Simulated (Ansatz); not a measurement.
# SiW12: the cost of one run

Method: DFT PBE, scalar-relativistic, plane waves, PAW, in Ansatz 0.2.0.

The COD cell was measured well above room temperature, so it is larger than a cold one.

4 further runs of the same task are left out: 4 set aside as unsound or not needed. Runs told in other sessions of the task aren't counted.

## 1. The structure to begin with

It takes space group Im-3m (No. 229, cubic). The conventional cell has a = 3.184 Å, b = 3.184 Å, c = 3.184 Å, α = 90.00°, β = 90.00°, γ = 90.00°. Around W (site symmetry m-3m) lie 8 W at 2.76 Å.

Structure file:

```cif
data_structure
_symmetry_space_group_name_H-M 'P 1'
_symmetry_Int_Tables_number 1
_cell_length_a 2.7572
_cell_length_b 2.7572
_cell_length_c 2.7572
_cell_angle_alpha 109.471
_cell_angle_beta 109.471
_cell_angle_gamma 109.471
_cell_volume 16.13
loop_
_atom_site_label
_atom_site_type_symbol
_atom_site_fract_x
_atom_site_fract_y
_atom_site_fract_z
_atom_site_occupancy
W1 W 0.00000 0.00000 0.00000 1
```

This cell was relaxed beforehand with the same method: volume 16.13 Å³/atom, gap on the mesh none (metal).

## 2. Plan of the scan

Atoms count from 1 in the order of the input.

Si is moved over the surface cell; relaxed at each place: the height of the adsorbate's atoms; substrate rigid; the origin of the map has the adsorbate above W9.

First coordinate, position of Si13 along the first surface vector, from above W9: 6 values from 0.000 to 0.833, periodic. Second coordinate, position of Si13 along the second surface vector, from above W9: 6 values from 0.000 to 0.833, periodic.

Relaxed at each point: the height of the adsorbate's atoms; substrate rigid. Points are written as (first, second).

The two vectors of the plane (Å): (2.757, 0.000, 0.000); (-0.919, 2.599, 0.000).

## 3. Point (0/6, 0/6) of the map's two axes

input.yaml

```yaml
crystal:
  lattice:
    - [5.5143287196, 0.0, 0.0]
    - [-1.8381095732, 5.1989589751, 0.0]
    - [0.0, 0.0, 19.8562160745]
  atoms:
    - { symbol: W, position: [0.25, 0.25, 0.201448251] }
    - { symbol: W, position: [0.25, 0.75, 0.201448251] }
    - { symbol: W, position: [0.75, 0.25, 0.201448251] }
    - { symbol: W, position: [0.75, 0.75, 0.201448251] }
    - { symbol: W, position: [0.0, 0.0, 0.3111437104] }
    - { symbol: W, position: [0.0, 0.5, 0.3111437104] }
    - { symbol: W, position: [0.5, 0.0, 0.3111437104] }
    - { symbol: W, position: [0.5, 0.5, 0.3111437104] }
    - { symbol: W, position: [0.25, 0.25, 0.4208362783] }
    - { symbol: W, position: [0.25, 0.75, 0.4208362783] }
    - { symbol: W, position: [0.75, 0.25, 0.4208362783] }
    - { symbol: W, position: [0.75, 0.75, 0.4208362783] }
    - { symbol: Si, position: [0.25, 0.25, 0.5588283303] }
basis:
  ecutwfc: 420
kpoints:
  mp_grid: { grid: [5, 5, 1] }
hamiltonian:
  xc: pbe
  pseudopotentials: { kind: paw, azcp: { folder: soft_1 } }
scf:
  occupations: { method: gaussian, width: 0.1 }
output:
  forces: true
  eigenvalues: true
relax:
  adjacent_minimum: "off"
  f_tol: 0.025
  max_steps: 16
  constraints:
    - { sites: [0, 1, 2, 3, 4, 5, 6, 7, 8, 9, 10, 11] }
    - { sites: [12], fix: xy }
efield:
  axis: 3
  dipole_correction: true
  ramp_width: 0.04
```

On the command line:

```bash
$ ansatz run input.yaml --threads 4 --pin off --max-ram 12288MiB --backend cpu --events-out ev --progress --plain --runs-dir out
```

What time and memory should one allow on 4 threads of Arm Neoverse N1, shared host?

About 2.8 min, with a peak of 1.5 GiB.
